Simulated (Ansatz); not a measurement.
Step by step: F, relaxation of cell and atoms

The calculation used DFT, PBE, PAW with Ansatz's default frozen-core files, scalar-relativistic (Ansatz 0.2.0).

Command: `ansatz run input.yaml --threads 1 --pin off --max-ram 2048MiB --backend cpu --events-out ev --progress --plain --runs-dir out` The run took 4 s on 1 thread of Intel(R) Xeon(R) 6975P-C (Granite Rapids), with other jobs on the host, peak memory 0.3 GiB.

```yaml
crystal:
  lattice:
    - [-1.40625, 1.40625, 1.40625]
    - [1.40625, -1.40625, 1.40625]
    - [1.40625, 1.40625, -1.40625]
  atoms:
    - { symbol: F, position: [0.0, 0.0, 0.0] }
kpoints:
  mp_grid: { grid: [18, 18, 18] }
scf:
  occupations: { method: fermi_dirac, width: 0.05 }
hamiltonian:
  xc: pbe
  pseudopotentials: { kind: paw }
output:
  forces: true
  stress: true
relax:
  f_tol: 0.005
  max_steps: 80
  cell: {}
```

The cell is built from the bcc type as a first guess.

The cutoff is 420 eV; energies and pressures of the walk include the program's estimate of the Pulay term.

Each frame lists the cell vectors (Å), then Cartesian positions (Å); symmetry keeps all forces zero. Free energies count from the first step, -804.5546 eV.

The walk took 9 evaluations in all; steps that aren't listed are left out.

Step 1: E = 0.0 meV, P = -4.03 GPa

```
cell -1.4062 1.4062 1.4062 1.4062 -1.4062 1.4062 1.4062 1.4062 -1.4062
F     0.0000    0.0000    0.0000
```

Step 2: E = -14.8 meV, P = -1.46 GPa

```
cell -1.3806 1.3806 1.3806 1.3806 -1.3806 1.3806 1.3806 1.3806 -1.3806
F     0.0000    0.0000    0.0000
```

Step 3: E = -18.5 meV, P = 0.14 GPa

```
cell -1.3669 1.3669 1.3669 1.3669 -1.3669 1.3669 1.3669 1.3669 -1.3669
F     0.0000    0.0000    0.0000
```

Step 4: E = -18.3 meV, P = -0.01 GPa

```
cell -1.3680 1.3680 1.3680 1.3680 -1.3680 1.3680 1.3680 1.3680 -1.3680
F     0.0000    0.0000    0.0000
```

Step 5: E = -14.3 meV, P = -0.84 GPa (the cell of the step before, solved again on a basis chosen afresh, hence the jump)

(1) How does the relaxation end?

Answers

(1) It converges, with a = 2.722 Å, b = 2.722 Å, c = 2.722 Å, α = 90.00°, β = 90.00°, γ = 90.00° (conventional cell, space group Im-3m). The last solve (on a basis chosen afresh for the final cell, so its energy is not quite comparable) gives E = -14.7 meV, P = -0.03 GPa:
```
cell -1.3608 1.3608 1.3608 1.3608 -1.3608 1.3608 1.3608 1.3608 -1.3608
F     0.0000    0.0000    0.0000
```
